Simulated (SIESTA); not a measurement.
Worked example: self-consistent single point of CsI (Pm-3m, 2 atoms in the cell) in SIESTA

Level of theory: GGA PBEsol, numerical atomic orbitals DZP, PseudoDojo PBEsol standard norm-conserving potentials (rewritten from UPF to PSML) run with SIESTA 5.4.2.

This input was run:

```
# files in the folder: Cs.psml I.psml (PseudoDojo PBEsol standard)
SystemName  CsI
SystemLabel siesta

NumberOfAtoms                2
NumberOfSpecies              2
%block ChemicalSpeciesLabel
  1 55 Cs
  2 53 I
%endblock ChemicalSpeciesLabel
LatticeConstant              1.0 Ang
%block LatticeVectors
     4.556290000    0.000000000    0.000000000
     0.000000000    4.556290000    0.000000000
     0.000000000    0.000000000    4.556290000
%endblock LatticeVectors
AtomicCoordinatesFormat      Bohr
%block AtomicCoordinatesAndAtomicSpecies
     0.000000000    0.000000000    0.000000000  1
     4.305070122    4.305070122    4.305070122  2
%endblock AtomicCoordinatesAndAtomicSpecies

XC.functional                GGA
XC.authors                   PBEsol
PAO.BasisSize                DZP
PAO.EnergyShift              0.01 Ry
MeshCutoff                   300 Ry
%block kgrid.MonkhorstPack
    6   0   0  0.0
    0   6   0  0.0
    0   0   6  0.0
%endblock kgrid.MonkhorstPack
OccupationFunction           FD
ElectronicTemperature        10.0 meV

MaxSCFIterations             150
SCF.Mixer.Method             Pulay
SCF.Mixer.Weight             0.1
SCF.Mixer.History            6
SCF.DM.Tolerance             1.0E-04
Diag.ParallelOverK           true
WriteForces                  true
Charge.Mulliken              end
```

The program printed (abridged):

```
reinit: Reading from file input.fdf

reinit: System Name: CsI
reinit: System Label: siesta

coor:   Atomic-coordinates input format  =     Cartesian coordinates
coor:                                            (in Bohr units)

siesta: Atomic coordinates (Bohr) and species
siesta:      0.00000   0.00000   0.00000  1        1
siesta:      4.30507   4.30507   4.30507  2        2

siesta: System type = bulk

initatomlists: Number of atoms, orbitals, and projectors:      2    22    50

siesta: ******************** Simulation parameters ****************************
redata: Spin configuration                          = none
redata: Time-Reversal Symmetry                      = T
redata: Number of Atomic Species                    =        2
redata: Mesh Cutoff                                 =   300.0000 Ry
redata: Net charge of the system                    =     0.0000 |e|
redata: Min. number of SCF Iter                     =        0
redata: Max. number of SCF Iter                     =      150
redata: SCF convergence failure will abort job
redata: SCF mix quantity                            = Hamiltonian
redata: Mix DM or H after convergence               =   F
redata: Recompute H after scf cycle                 =   F
redata: Mix DM in first SCF step                    =   T
redata: No kicks to SCF
redata: DM Mixing Weight for Kicks                  =     0.5000
redata: Require Harris convergence for SCF          =   F
redata: Harris energy tolerance for SCF             =     0.000100 eV
redata: Require DM convergence for SCF              =   T
redata: DM tolerance for SCF                        =     0.000100
redata: Require EDM convergence for SCF             =   F
redata: EDM tolerance for SCF                       =     0.001000 eV
redata: Require H convergence for SCF               =   T
redata: Hamiltonian tolerance for SCF               =     0.001000 eV
redata: Require (free) Energy convergence for SCF   =   F
redata: (free) Energy tolerance for SCF             =     0.000100 eV
redata: Using DFT-D3 dispersion                     =   F
redata: Using Saved Data (generic)                  =   F
redata: Method of Calculation                       = Diagonalization
redata: Electronic Temperature                      =   116.0452 K
redata: Number of TDED substeps                     =        3
redata: Dynamics option                             = Single-point calculation
redata: Save all siesta data in one NC              =   F
redata: ***********************************************************************

%block SCF.Mixers
  Pulay
%endblock SCF.Mixers

%block SCF.Mixer.Pulay
  # Mixing method
  method pulay
  variant stable

  # Mixing options
  weight 0.1000
  weight.linear 0.1000
  history 6
%endblock SCF.Mixer.Pulay

DM_history_depth set to one: no extrapolation allowed by default for geometry relaxation
Size of DM history Fstack: 1
Total number of electrons:    16.000000
Total ionic charge:    16.000000

* ProcessorY, Blocksize:    1  23

* Orbital distribution balance (max,min):    22    22

k-point displ. along   1 input, could be:     0.00    0.50
k-point displ. along   2 input, could be:     0.00    0.50
k-point displ. along   3 input, could be:     0.00    0.50
 Kpoints in:          144 . Kpoints trimmed:          132

siesta: k-grid: Number of k-points = 132
siesta: k-points from Monkhorst-Pack grid
siesta: k-cutoff (effective) =    13.669 Ang
siesta: k-point supercell and displacements
siesta: k-grid:     6     0     0      0.000
siesta: k-grid:     0     6     0      0.000
siesta: k-grid:     0     0     6      0.000

diag: Algorithm                                     = D&C
diag: Parallel over k                               =   F
diag: Use parallel 2D distribution                  =   F
diag: Parallel block-size                           = 23
diag: Parallel distribution                         =     1 x     1
diag: Used triangular part                          = Lower
diag: Absolute tolerance                            =  0.100E-15
diag: Orthogonalization factor                      =  0.100E-05
diag: Memory factor                                 =  1.0000

superc: Internal auxiliary supercell:     5 x     5 x     5  =     125
superc: Number of atoms, orbitals, and projectors:    250   2750   6250

                        Single-point calculation

superc: Internal auxiliary supercell:     5 x     5 x     5  =     125
superc: Number of atoms, orbitals, and projectors:    250   2750   6250

outcell: Unit cell vectors (Ang):
        4.556290    0.000000    0.000000
        0.000000    4.556290    0.000000
        0.000000    0.000000    4.556290

outcell: Cell vector modules (Ang)   :    4.556290    4.556290    4.556290
outcell: Cell angles (23,13,12) (deg):     90.0000     90.0000     90.0000
outcell: Cell volume (Ang**3)        :     94.5876
new_DM -- step:     1
Initializing Density Matrix...

Attempting to read DM from file... Failed...
DM filled with atomic data:

InitMesh: MESH = 48 x 48 x 48 = 110592
InitMesh: Mesh cutoff (required, used) =   300.000   306.734 Ry

stepf: Fermi-Dirac step function

        iscf     Eharris(eV)        E_KS(eV)     FreeEng(eV)     dDmax    Ef(eV) dHmax(eV)
   scf:    1     -989.862711     -988.849544     -988.849544  0.461507 -2.739790  2.378048
   scf:    2     -988.945614     -988.898382     -988.898382  0.022056 -2.969190  2.027501
   scf:    3     -989.086881     -989.010889     -989.010889  0.076462 -4.124962  0.302750
   scf:    4     -989.011595     -989.012286     -989.012286  0.040700 -4.567863  0.279799
   scf:    5     -989.015506     -989.014018     -989.014018  0.012607 -4.404037  0.063051
   scf:    6     -989.014162     -989.014101     -989.014101  0.004473 -4.349764  0.006220
   scf:    7     -989.014103     -989.014102     -989.014102  0.000293 -4.355881  0.003346
   scf:    8     -989.014103     -989.014103     -989.014103  0.000287 -4.353869  0.000905
   scf:    9     -989.014103     -989.014103     -989.014103  0.000066 -4.353121  0.000076

SCF Convergence by DM+H criterion
max |DM_out - DM_in|         :     0.0000660397
max |H_out - H_in|      (eV) :     0.0000755081
SCF cycle converged after 9 iterations

Using DM_out to compute the final energy and forces

siesta: E_KS(eV) =             -989.0141

siesta: E_KS - E_eggbox =      -989.0141

siesta: Atomic forces (eV/Ang):
     1    0.000000    0.000000    0.000000
     2   -0.000000   -0.000000   -0.000000
   Tot   -0.000000   -0.000000   -0.000000
   Max    0.000000
   Res    0.000000    sqrt( Sum f_i^2 / 3N )
   Max    0.000000    constrained

Stress tensor Voigt[x,y,z,yz,xz,xy] (kbar):       -1.10       -1.10       -1.10        0.00        0.00        0.00
(Free)E + p*V (eV/cell)     -988.9493
Target enthalpy (eV/cell)     -989.0141

siesta: Program's energy decomposition (eV):
siesta: Ebs     =      -203.370536
siesta: Eions   =      1529.778799
siesta: Ena     =       449.774541
siesta: Ekin    =       229.008158
siesta: Enl     =       145.031603
siesta: Eso     =         0.000000
siesta: Edftu   =         0.000000
siesta: DEna    =        11.734701
siesta: DUscf   =         0.316003
siesta: DUext   =         0.000000
siesta: Ex      =      -266.243741
siesta: Ec      =       -28.856567
siesta: Exc     =      -295.100308
siesta: Eharris =      -989.014103
siesta: Etot    =      -989.014103
siesta: FreeEng =      -989.014103

siesta: Stress tensor (static) (eV/Ang**3):
siesta:    -0.000685    0.000000    0.000000
siesta:     0.000000   -0.000685    0.000000
siesta:     0.000000    0.000000   -0.000685

siesta: Cell volume =         94.587571 Ang**3

siesta: Pressure (static):
siesta:                Solid            Molecule  Units
siesta:           0.00000746          0.00000746  Ry/Bohr**3
siesta:           0.00068471          0.00068471  eV/Ang**3
siesta:           1.09702078          1.09702085  kBar

mulliken: Atomic and Orbital Populations:

Species: Cs
Atom  Qatom  Qorb
               5s      6s      6s      5py     5pz     5px     6py     6pz
               6px
   1  8.901   1.899   0.433  -0.047   1.950   1.950   1.950   0.255   0.255
              0.255

Species: I
Atom  Qatom  Qorb
               5s      5s      5py     5pz     5px     5py     5pz     5px
               5Pdxy   5Pdyz   5Pdz2   5Pdxz   5Pdx2-y2
   2  7.099   1.750   0.069   1.796   1.796   1.796  -0.044  -0.044  -0.044
              0.005   0.005   0.004   0.005   0.004

mulliken: Qtot =       16.000

Mulliken Atomic Populations:
Atom #   charge [q] valence [e]  Species
     1     0.098680    8.901320  Cs
     2    -0.098680    7.098680  I
 Total     0.000000
```

The run converged in 9 iterations.

The starting cell has typed, rounded lattice constants, without a prior relaxation at this level. Its lattice was rescaled by up to half a per cent. Values carry the incompleteness of an atom-centred basis.
